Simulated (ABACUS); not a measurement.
Ni: single point with rSCAN

Crystal: Ni.

```xyz
1
Lattice="0.0000 1.7376 1.7376 1.7376 0.0000 1.7376 1.7376 1.7376 0.0000" Properties=species:S:1:pos:R:3 pbc="T T T"
Ni    0.0000    0.0000    0.0000
```

```
Program             : ABACUS 3.10.1
Task                : single point
Functional          : rSCAN
Potentials or basis : SG15 ONCV 1.2 PBE
Cutoff              : 1537 eV
Density cutoff      : 6150 eV
Basis               : plane waves
k mesh              : 8 × 8 × 8
Occupations         : fermi-dirac, width 0.05 eV
Spin                : collinear spin, ferromagnetic start
Starting moments    : [1.0] μB
```

```
Pressure               : -1.8 GPa
Band gap on the k mesh : none (metal or under the smearing width)
Net moment             : 0.70 μB per cell
Absolute moment        : 0.85 μB per cell
```

Levels at points of the mesh, in eV from the Fermi level:
Spin up:
| k point | band 7 | band 8 | band 9 | band 10 | band 11 | band 12 |
| --- | --- | --- | --- | --- | --- | --- |
| (0.00, 0.00, 0.00) | -3.05 | -3.05 | -1.70 | -1.70 | 25.13 | 29.51 |
| (0.50, 0.50, 0.50) | -2.98 | -1.05 | -1.05 | -0.29 | 6.04 | 23.52 |
| (0.50, 0.50, 0.00) | -0.95 | -0.95 | -0.93 | 2.68 | 9.84 | 15.93 |
Spin down:
| k point | band 5 | band 6 | band 7 | band 8 | band 9 | band 10 | band 11 | band 12 | band 13 | band 14 |
| --- | --- | --- | --- | --- | --- | --- | --- | --- | --- | --- |
| (0.00, 0.00, 0.00) | -9.75 | -1.79 | -1.79 | -1.79 | -0.82 | -0.82 | 24.75 | 29.54 | 29.54 | 29.54 |
| (0.50, 0.50, 0.50) | -4.80 | -2.01 | -2.01 | -0.50 | 0.17 | 0.17 | 6.65 | 23.29 | 26.67 | 26.67 |
| (0.50, 0.50, 0.00) | -4.78 | -3.92 | -0.02 | 0.48 | 0.48 | 2.44 | 10.20 | 15.93 | 15.93 | 20.90 |

Wall time 19 s on 4 MPI ranks on Intel(R) Xeon(R) Platinum 8488C (Sapphire Rapids) (shared host), peak memory 0.32 GiB a rank.

Caveat: the k mesh is coarse (spacing up to 0.39 Å⁻¹), so the values aren't converged; the potentials were made for another functional, which shifts forces and pressure.
